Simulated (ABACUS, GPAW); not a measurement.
Given: the input of a run of GPAW 26.7.0 (ASE script) on Pt. The given cell was strained at random by a few per cent at fixed volume. 

run.py

```python
from ase import Atoms
from ase.dft.bandgap import bandgap
from ase.io import write
from ase.units import GPa
from gpaw import GPAW, PW, setup_paths

setup_paths.insert(0, '.')

atoms = Atoms(['Pt'],
              cell=[[-0.013303, 1.935753, 1.94453],
                    [1.971038, 0.003035, 1.928193],
                    [2.000885, 1.949262, -0.026811]],
              scaled_positions=[[-0.013262, 0.019954, 0.00694]],
              pbc=True)

calc = GPAW(mode=PW(600),
            xc='PBEsol',
            kpts={'size': (12, 12, 12), 'gamma': True},
            occupations={'name': 'fermi-dirac', 'width': 0.05},
            nbands=17,
            convergence={'density': 1e-05, 'energy': 1e-05},
            maxiter=150,
            txt='gpaw.txt')
atoms.calc = calc
energy = atoms.get_potential_energy()
forces = atoms.get_forces()
stress = atoms.get_stress()
calc.write('gs.gpw')
write('result.traj', atoms)
print(f'Energy: {energy:.6f} eV')
print('Forces (eV/A):')
print(forces.round(4))
print('Stress (GPa):', (stress / GPa).round(3))
print('Fermi level:', round(calc.get_fermi_level(), 4), 'eV')
print(f'Gap: {bandgap(calc)[0]:.4f} eV, direct: {bandgap(calc, direct=True)[0]:.4f} eV')
```

Potentials or basis: PAW data sets generated in the run's folder for this functional, pw.

Command:

```sh
$ gpaw-setup -f PBEsol Pt
$ OMP_NUM_THREADS=1 python run.py
```

Set up the same calculation for ABACUS 3.10.1. Potentials or basis there: PseudoDojo NC SR 0.4.1 PBEsol standard, plane waves, cutoff 1143 eV.

As run (cutoffs and basis follow the program's own potentials, and thresholds, step limits or extra output files can differ):

Contents of INPUT:

```
INPUT_PARAMETERS
suffix              Pt
calculation         scf
basis_type          pw
pseudo_dir          ./
symmetry            1
dft_functional      pbesol
ecutwfc             84
pseudo_rcut         7
nspin               1
nbands              13
ks_solver           dav
smearing_method     fd
smearing_sigma      0.00367493
scf_thr             1e-08
scf_nmax            100
mixing_type         broyden
mixing_beta         0.7
cal_force           1
cal_stress          1
out_chg             1
out_pot             2
out_elf             1
```

Contents of STRU:

```
ATOMIC_SPECIES
Pt 195.0840 Pt.upf

LATTICE_CONSTANT
1.8897261246

LATTICE_VECTORS
-0.0133030000 1.9357530000 1.9445300000
1.9710380000 0.0030350000 1.9281930000
2.0008850000 1.9492620000 -0.0268110000

ATOMIC_POSITIONS
Direct

Pt
0.0
1
-0.0132620000 0.0199540000 0.0069400000 1 1 1
```

The input KPT:

```
K_POINTS
0
Gamma
12 12 12 0 0 0
```

Potentials or basis: PseudoDojo NC SR 0.4.1 PBEsol standard, plane waves.

The run is started by

```console
$ OMP_NUM_THREADS=1 mpirun -np 4 abacus > log
```

Both were run:

|  | GPAW | ABACUS |
| --- | --- | --- |
| Pressure | -0.8 GPa | -1.1 GPa |
| Energy over the undisturbed cell | 2.4 meV/atom | 2.3 meV/atom |

The potentials hold 16 and 18 valence electrons a cell.

Pressure is positive in compression.
